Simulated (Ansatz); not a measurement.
## Zr in Al(111), 2x2: scattering by a point defect

Wanted: the reflection from a plane of defects, Zr in Al(111), 2x2, and the resistivity it implies.

Method: Ansatz plane-wave DFT, PBE, PAW files; ballistic transport by layer matching (Landauer), zero bias; PAW set soft_1, in Ansatz 0.2.0.

## (1) The structure

The cell holds 44 atoms: 43 Al and 1 Zr. Its edges and angles: a = 5.725 Å, b = 5.725 Å, c = 25.761 Å, α = 86.8°, β = 93.2°, γ = 120.0°. It derives from Al. Regions: lead, 24 atoms (24 Al); scattering region, 20 atoms (19 Al and 1 Zr). The structure is stacked along c, and the current runs across the ab planes.

## (2) Transmission at ideal sites

The defect sits in one plane of the supercell, all atoms on ideal sites; the layers about the cell's end are the lead. The mesh across the current, 12×12, is finer than the density's, because channels open and close sharply across the zone. Energies from -0.1 to 0.1 eV in steps of 0.05 eV are too few for the program's thermal sum, so it prints no conductance; for a metal the transmission near the Fermi level serves, at a fraction of the cost.

File input.yaml:

```yaml
crystal:
  lattice:
    - [5.7246940741, 0.0, 0.0]
    - [-2.862347037, 4.957730497, 0.0]
    - [-1.4311735185, 0.8262884162, 25.7080622609]
  atoms:
    - { symbol: Al, position: [0.0075757576, 0.9924242424, 0.0454545455] }
    - { symbol: Al, position: [0.0075757576, 0.4924242424, 0.0454545455] }
    - { symbol: Al, position: [0.5075757576, 0.9924242424, 0.0454545455] }
    - { symbol: Al, position: [0.5075757576, 0.4924242424, 0.0454545455] }
    - { symbol: Al, position: [0.1893939394, 0.3106060606, 0.1363636364] }
    - { symbol: Al, position: [0.1893939394, 0.8106060606, 0.1363636364] }
    - { symbol: Al, position: [0.6893939394, 0.3106060606, 0.1363636364] }
    - { symbol: Al, position: [0.6893939394, 0.8106060606, 0.1363636364] }
    - { symbol: Al, position: [0.3712121212, 0.1287878788, 0.2272727273] }
    - { symbol: Al, position: [0.3712121212, 0.6287878788, 0.2272727273] }
    - { symbol: Al, position: [0.8712121212, 0.1287878788, 0.2272727273] }
    - { symbol: Al, position: [0.8712121212, 0.6287878788, 0.2272727273] }
    - { symbol: Al, position: [0.053030303, 0.946969697, 0.3181818182] }
    - { symbol: Al, position: [0.053030303, 0.446969697, 0.3181818182] }
    - { symbol: Al, position: [0.553030303, 0.946969697, 0.3181818182] }
    - { symbol: Al, position: [0.553030303, 0.446969697, 0.3181818182] }
    - { symbol: Al, position: [0.2348484848, 0.2651515152, 0.4090909091] }
    - { symbol: Al, position: [0.2348484848, 0.7651515152, 0.4090909091] }
    - { symbol: Al, position: [0.7348484848, 0.2651515152, 0.4090909091] }
    - { symbol: Al, position: [0.7348484848, 0.7651515152, 0.4090909091] }
    - { symbol: Zr, position: [0.4166666667, 0.0833333333, 0.5] }
    - { symbol: Al, position: [0.4166666667, 0.5833333333, 0.5] }
    - { symbol: Al, position: [0.9166666667, 0.0833333333, 0.5] }
    - { symbol: Al, position: [0.9166666667, 0.5833333333, 0.5] }
    - { symbol: Al, position: [0.0984848485, 0.9015151515, 0.5909090909] }
    - { symbol: Al, position: [0.0984848485, 0.4015151515, 0.5909090909] }
    - { symbol: Al, position: [0.5984848485, 0.9015151515, 0.5909090909] }
    - { symbol: Al, position: [0.5984848485, 0.4015151515, 0.5909090909] }
    - { symbol: Al, position: [0.2803030303, 0.2196969697, 0.6818181818] }
    - { symbol: Al, position: [0.2803030303, 0.7196969697, 0.6818181818] }
    - { symbol: Al, position: [0.7803030303, 0.2196969697, 0.6818181818] }
    - { symbol: Al, position: [0.7803030303, 0.7196969697, 0.6818181818] }
    - { symbol: Al, position: [0.4621212121, 0.0378787879, 0.7727272727] }
    - { symbol: Al, position: [0.4621212121, 0.5378787879, 0.7727272727] }
    - { symbol: Al, position: [0.9621212121, 0.0378787879, 0.7727272727] }
    - { symbol: Al, position: [0.9621212121, 0.5378787879, 0.7727272727] }
    - { symbol: Al, position: [0.1439393939, 0.8560606061, 0.8636363636] }
    - { symbol: Al, position: [0.1439393939, 0.3560606061, 0.8636363636] }
    - { symbol: Al, position: [0.6439393939, 0.8560606061, 0.8636363636] }
    - { symbol: Al, position: [0.6439393939, 0.3560606061, 0.8636363636] }
    - { symbol: Al, position: [0.3257575758, 0.1742424242, 0.9545454545] }
    - { symbol: Al, position: [0.3257575758, 0.6742424242, 0.9545454545] }
    - { symbol: Al, position: [0.8257575758, 0.1742424242, 0.9545454545] }
    - { symbol: Al, position: [0.8257575758, 0.6742424242, 0.9545454545] }
kpoints:
  mp_grid: { grid: [5, 5, 1] }
hamiltonian:
  xc: pbe
  pseudopotentials: { kind: paw, azcp: { folder: soft_1 } }
scf:
  occupations: { method: fermi_dirac, width: 0.1 }
output:
  transmission: { leads: [[0, 4]], kmesh: [12, 12], e_range: [-0.1, 0.1], de: 0.05 }
  write_potential: true
  write_density: true
  volumetric_format: npy
  elf: true
```

On the command line:

```
> ansatz run input.yaml --threads 4 --pin off --max-ram 15360MiB --backend cpu --events-out ev --progress --plain --runs-dir out
```

Numbers of over 12 decimals in the logs are rounded to 6 here.

Log:

```text
Engine: ansatz 0.2.0, x86_64-unknown-linux-gnu
Pseudopotentials: kind: paw
Pseudopotential: Al, paw, valence charge 3, recommended cutoff 420 eV (normal), soft_1/Al.paw.azcp
Pseudopotential: Zr, paw, valence charge 12, recommended cutoff 420 eV (normal), soft_1/Zr.paw.azcp
Functional definition: PBE
  parameter kappa = 0.804
  parameter beta = 0.066725
  exchange = pbe_x(kappa = kappa, mu = beta*pi^2/3)
  correlation = pbe_c(beta = beta)
Crystal: 44 atoms, lattice volume = 729.633 Å³
Basis set: ecut = 420 eV, 14337 PW (Γ)
Bands: 115, of which v1, the nominal top of the filled ones, is band 71 counted from 1 (70 counted from 0)
Symmetry: 4 space group operations
Space group: C2/m (ITA 12), of the structure as read, at distance tolerance 9.0e-5 Å
k-points: 9 of 25
Non-local potential: Al, projectors of the file, l = 0: 2, l = 1: 2, l = 2: 1
Non-local potential: Zr, projectors of the file, l = 0: 3, l = 1: 2, l = 2: 2, l = 3: 1
PAW form: soft (Blöchl's): semilocal exchange-correlation on the pseudo side does not see the compensation charge
PAW one-centre angular grid: Al, 110 points (default); XC on 64 Gauss nodes
PAW one-centre angular grid: Zr, 590 points (default); XC on 64 Gauss nodes
Initial density: superposition of atomic densities (chi_scale 0.1, normalization cell, long waves kept (reshape's long-wave potential 0.81 eV rms))
Initial wavefunctions: pseudopotential atomic-orbital guess
Functional: x = pbe(κ = 0.804, μ = 0.219515), c = pbe(β = 0.066725)
SCF iter   1: F=—  HF=-27312.107811 eV  |F-HF|=—  |Δ(HF+E_count)|=         —  Δρ=4.60e-2  dr2=7.68e2  ethr=3.10e-3  ⟨swp⟩=6.1  Hψ=5075  notcnv=0  defer=13
preconditioner: auto → Kerker (q_TF=auto, 2.074 Å⁻¹)  [metal: Δε(μ)=0.052 eV  Ē_g=6.658 eV  σ=0.100 eV  W_gap=0.13  n_scr=96 (ndim 8)  ℏωp=15.9 eV  f_vac=0.000  D(μ)=18.29/eV (n_scr^D=100)]
SCF iter   2: F=—  HF=-27302.840452 eV  |F-HF|=—  |Δ(HF+E_count)|=    9.27e0  Δρ=2.64e-2  dr2=2.67e2  ethr=3.10e-3  ⟨swp⟩=3.0  Hψ=1483  notcnv=0  defer=97
SCF iter   3: F=—  HF=-27297.897966 eV  |F-HF|=—  |Δ(HF+E_count)|=    4.94e0  Δρ=4.30e-3  dr2=7.04e-1  ethr=3.10e-3  ⟨swp⟩=4.4  Hψ=2461  notcnv=0  defer=93
SCF iter   4: F=—  HF=-27297.841752 eV  |F-HF|=—  |Δ(HF+E_count)|=   5.62e-2  Δρ=1.26e-3  dr2=7.80e-2  ethr=4.99e-4  ⟨swp⟩=2.0  Hψ=1115  notcnv=0  defer=85
SCF iter   5: F=—  HF=-27297.835861 eV  |F-HF|=—  |Δ(HF+E_count)|=   5.89e-3  Δρ=2.50e-4  dr2=2.04e-3  ethr=5.53e-5  ⟨swp⟩=1.1  Hψ=999  notcnv=0  defer=85
SCF iter   6: F=—  HF=-27297.835594 eV  |F-HF|=—  |Δ(HF+E_count)|=   2.67e-4  Δρ=8.51e-5  dr2=1.54e-4  ethr=1.45e-6  ⟨swp⟩=1.9  Hψ=958  notcnv=0  defer=85
SCF iter   7: F=—  HF=-27297.835580 eV  |F-HF|=—  |Δ(HF+E_count)|=   1.45e-5  Δρ=1.88e-5  dr2=2.37e-5  ethr=1.09e-7  ⟨swp⟩=2.0  Hψ=1562  notcnv=0  defer=85
SCF iter   8: F=—  HF=-27297.835597 eV  |F-HF|=—  |Δ(HF+E_count)|=   1.72e-5  Δρ=3.66e-6  dr2=1.55e-7  ethr=1.68e-8  ⟨swp⟩=1.0  Hψ=993  notcnv=0  defer=85
SCF iter   9: F=-27297.835597 eV  HF=-27297.835597 eV  |F-HF|=1.28e-8  |Δ(HF+E_count)|=   1.94e-8  Δρ=5.07e-7  dr2=1.40e-8  ethr=7.09e-11  ⟨swp⟩=14.7  Hψ=4808  notcnv=0
SCF 1 converged in 9 iterations: F = -27297.835597 eV  dr2 = 1.40e-8
  greatest PAW one-centre occupation: 0.997 electrons in one spin orbital (limit 2), on the Zr atom at site 20 (counted from 0), in its partial waves of l = 0
transmission: 146 of 1419 steps passed
transmission: 286 of 1419 steps passed
[...]
transmission: 1419 of 1419 steps passed
SCF converged after 9 iterations
Free energy (F): -27297.835597 eV
Harris-Foulkes:  -27297.835597 eV  (|F-HF|=1.28e-8)
Internal energy: -27297.145270 eV  (E = F + TS)
E sigma→0 (E₀):  -27297.490434 eV
Entropy (-TS):   -0.690326 eV (-15.689 meV/atom)
Fermi energy:    8.219785 eV
--- Per-component energies (eV) ---
  E_band       = 317.955322
  E_kinetic    = 1287.712161
  E_local      = -1447.563858  (includes V_loc(G=0)·N_el)
  E_nonlocal   = 505.826199
  E_hartree    = 828.069740
  E_xc         = -1776.540769
  E_vxc        = -1438.866620  (∫ρ·V_xc dr)
  E_paw        = -23148.964384  (= ΣΔE_a)
  E_vpaw       = -245.289338  (= ΣTr[D̂ρ^β])
  E_aug_tail   = -0.000120  (compensation charges beyond the density's cutoff)
  E_ewald      = -3545.684239
  E_smearing   = -0.690326  (= −TS)
  E_closure    = -0.000000  (closes the sum)
  Σ components = -27297.835597   (vs F -27297.835597, Δ=0.00e0)
--- Band table (eV; the first three rows and the last of 9) ---
  k-point 0: bands = [... 67 lower, 6.9546, 7.0154, 7.0951, 7.1480, 7.4954, 7.5766, 7.7200, 7.7483, ... 40 higher]
  k-point 1: bands = [... 67 lower, 7.2626, 7.3583, 7.4541, 7.6796, 7.7148, 7.8498, 7.9652, 8.0978, ... 40 higher]
  k-point 2: bands = [... 67 lower, 8.2198, 8.3030, 8.3357, 8.4137, 8.4289, 8.5202, 8.5846, 8.6044, ... 40 higher]
  k-point 8: bands = [... 67 lower, 8.2628, 8.3143, 8.3519, 8.3895, 8.3956, 8.5516, 8.5629, 8.6077, ... 40 higher]
--- Transmission ---
  basis      : 253 plane waves across, 33 finite elements along
  points     : 43, standing for a mesh of 12 x 12
  energies   : 5 from -0.100000 to 0.100000 eV about the Fermi level, 0.050000 eV apart; the leads are filled to 0.000000 eV, and channels, transmission and decay are at 0.000000 eV
  crystal 0  : Al4, at the sites [0, 4], period 2.3371 Å, over 23.37 Å; its Hamiltonian steps by up to 9.5 meV
    offset         : up to 0.0000 Å between an atom of the period and one for which it stands
    channels       : 5.506944e0 a spin
    conductance    : none, the energies end too early or step too widely for 300 K: set another output.transmission.e_range or a lower de, or, where they end at an eighth of basis.ecutwfc, a higher one
  junction   : crystal 0 to crystal 0, 0.70 to 24.07 Å
    transmission   : 3.365899e0 a spin
    conductance    : none, the energies end too early or step too widely for 300 K: set another output.transmission.e_range or a lower de, or, where they end at an eighth of basis.ecutwfc, a higher one
```

The job ended after 3.5 min (4 threads of AMD EPYC 7R13 (Zen 3), shared host; peak memory 2.3 GiB).

This run has no spin polarisation although its electron count is odd.

Numbers from this step:

* free energy: -27297.8356 eV
* energy at zero smearing: -27297.4904 eV
* Fermi energy: 8.220 eV
* cell area: 28.38 Å²
* transmission per spin nearest the Fermi level: 3.366
* open channels per spin nearest the Fermi level: 5.507
* step of the lead's potential: 9.5 meV

Per spin. Table of transmission, zone mean by energy, zero at the Fermi level:

```
energy (eV)  transmission, zone mean
    -0.1000                     3.39
    -0.0500                     3.41
     0.0000                     3.37
     0.0500                     3.39
     0.1000                     3.45
```

Per spin. Table of open channels, zone mean, lead by energy, zero at the Fermi level:

```
energy (eV)  open channels, zone mean, lead
    -0.1000                            5.51
    -0.0500                            5.59
     0.0000                            5.51
     0.0500                            5.49
     0.1000                            5.67
```

Transmission over k1 and k2. At 0.0000 eV from the Fermi level.

Ten even steps from '_' (0.13) to '@' (4.66):
```
==############==========
++##++@@@@@@++##++==__==
==##@@%%@@@@%%@@##++====
++##@@@@@@%%@@@@@@##++==
==##@@@@%%@@@@%%@@@@##==
--##++%%@@@@@@@@@@%%++##
====##@@@@%%@@@@%%@@@@##
++==++##@@@@@@%%@@@@@@##
======++##@@%%@@@@%%@@##
++==__==++##++@@@@@@++##
============############
--==++==++==--==++==++==
```
Columns: k1 (b1) from -0.5 to 0.417; rows upwards: k2 (b2) from -0.5 to 0.417.

Open channels over k1 and k2. At 0.0000 eV from the Fermi level.

Ten even steps from '_' (3.00) to '@' (7.00):
```
++############++__::::__
++##::@@@@@@::##++::__::
::##@@++@@@@++@@##::::::
++##@@@@@@++@@@@@@##++__
++##@@@@++@@@@++@@@@##++
::##::++@@@@@@@@@@++::##
++++##@@@@++@@@@++@@@@##
++__++##@@@@@@++@@@@@@##
::::::::##@@++@@@@++@@##
++::__::++##::@@@@@@::##
++__::::__++############
::++++::++++::++++::++++
```
Columns: k1 (b1) from -0.5 to 0.417; rows upwards: k2 (b2) from -0.5 to 0.417.

Valence density in the ca plane at fractional y = 0.083, with atoms of Zr and Al within 0.2 Å of it. It is the smooth field of the valence electrons, not physical close to the nuclei.

Ten steps, logarithmic in the rise over the least value, from '0' (0.1 e/Å³) to '9' (4.1 e/Å³), each cell a mean:
```
32223222333332222223223210023222222112233332
33232101233322211222223210023223322222333333
33332101233332222223323322233223322223333333
32233222333333222233322333333233333333223322
32222333323322333333332233332233333333223323
32222233223222333333332334433333332233333333
32222233323323322233333468864333322222333332
32222323333333222223333689985333321112233332
32233212333332211223334799996333321122233332
33332101233322211223334699985333322222333333
33233212333333222223333578763333332233233323
32223223333333322233333344433333333333223222
32222333223322333333332233332233333333233323
32222233223222333333332333333233332223333333
32222333333333322233323332233223322222233332
```
Columns run along c (16.0 Å, from fractional 0.14 to 0.77 of the cell), rows up along a (5.7 Å). Atoms in or near the plane, at fractional coordinates: Zr at (0.50, 0.42), Al at (0.50, 0.92).

Electrostatic potential energy in the ca plane at fractional y = 0.083, with atoms of Zr and Al within 0.2 Å of it. With pseudopotentials it is smooth inside the atoms' cores, unlike the true potential.

Ten even steps from '0' (-13 eV) to '9' (10 eV), each cell a mean:
```
89985222478878899999998349925899999999999852
89972595269999999999998349825899999998778873
89972585279988999988898523337987789986446887
89984222488755789876789864579975568863224799
88997556887422478754579987789874358863114798
78999888987222378754579865568875578975346885
78999877887423589876788510016888789998778862
88987433688766899988897100003799999999999852
89973363379988999999996000002799999999889862
89972696269999999999997100003898889997667875
89973363378877899987888410027887678874225888
89986323688533689865688865578874468862114799
78998778887311378754579987889874468873225887
78999888987322478765689865568986679987567873
78998655788534689887898623326898899999889852
```
Columns run along c (16.0 Å, from fractional 0.14 to 0.77 of the cell; values clipped at the 3rd and 97th percentile), rows up along a (5.7 Å). Atoms in or near the plane, at fractional coordinates: Zr at (0.50, 0.42), Al at (0.50, 0.92).

ELF in the ca plane at fractional y = 0.083, with atoms of Zr and Al within 0.2 Å of it. It is the smooth field of the valence electrons, not physical close to the nuclei.

Ten even steps from '0' (0.08) to '9' (0.75), each cell a mean:
```
77666323677876433567766501016667763224677773
77775000487776322467766501026667764335788776
77775000587776433577766742367667776566677777
77676324777877655677767787787666677776446667
76556677777655777776676554445676677886346767
76445677666534787766775212212578766676677777
76445677777655776678873258851378754446778885
76556556777876643468862598893268742234677883
77676101587776422357851793594268742235677884
77775000487776422358851598893378754456778777
77775101687877544468862268741478766676556767
77666556777766776667874212213677677886335667
76545777767534788766676544556666677776557777
75445677667534787776666787887667776556788776
76545677777766655677766752257667764335777773
```
Columns run along c (16.0 Å, from fractional 0.14 to 0.77 of the cell), rows up along a (5.7 Å). Atoms in or near the plane, at fractional coordinates: Zr at (0.50, 0.42), Al at (0.50, 0.92).

Over the solved energies the transmission per spin lies between 3.37 and 3.45, out of 5.55 channels of the lead on average (up to 5.67).

## (3) Resistance at ideal sites

This step: Ansatz plane-wave DFT, PBE, PAW files; ballistic transport by layer matching (Landauer), zero bias; area resistance of the defect plane and resistivity an atomic per cent; PAW set soft_1 (Ansatz 0.2.0).

Numbers from this step:

```
area resistance                                                                                 : 0.4179 fΩ m²
T over the leads' mean channel count                                                            : 0.6132
resistivity per at.% scaled from this dense plane, with the factor 3/4 for isotropic scattering : 5.364 µΩ cm
```

Averaged over the energies near the Fermi level, 61.3 % of the channels pass, which makes 0.418 fΩ m².

By hand, with T and the leads' channels N averaged over the energies near the Fermi level: RA = A (h/2e²)(1/T − 1/N) = 28.38×10⁻²⁰ m² × 12 906 Ω × (1/3.391 − 1/5.530) = 0.418 fΩ m². Per atomic per cent: RA × A / V_atom × 0.01 × 3/4 = 5.36 µΩ cm, with the host's V_atom = 16.58 Å³.

## (4) Results

- share of channels that pass, rigid: 0.613
- area resistance, rigid: 0.418 fΩ m²
- resistivity per at.% from the area resistance, times 3/4, rigid: 5.36 µΩ cm

The plane of defects adds 0.42 fΩ m². Scaled to one atomic per cent that is 7.2 µΩ cm as it stands and 5.4 with the factor 3/4 for isotropic scattering on a spherical Fermi surface; with the reflection in place of the resistance taken as linear in the density it would be 3.3. These are rough estimates of the dilute value, not bounds. One Zr in each 2x2 cell reflects 39 % of the lead's channels. The defects form a dense periodic sheet that scatters coherently, unlike a dilute random alloy. T and N are means over the solved energies nearest the Fermi level.

[Logs are printed without paths, hosts, clocks, repeated set-up lines and the standing remarks that a program may print on its own settings, such as how far it seeks lower states.]

[Hosts, paths, dates, database ids (printed as entryN), source tags and the programs' standing remarks are cut or masked in the printed files.]
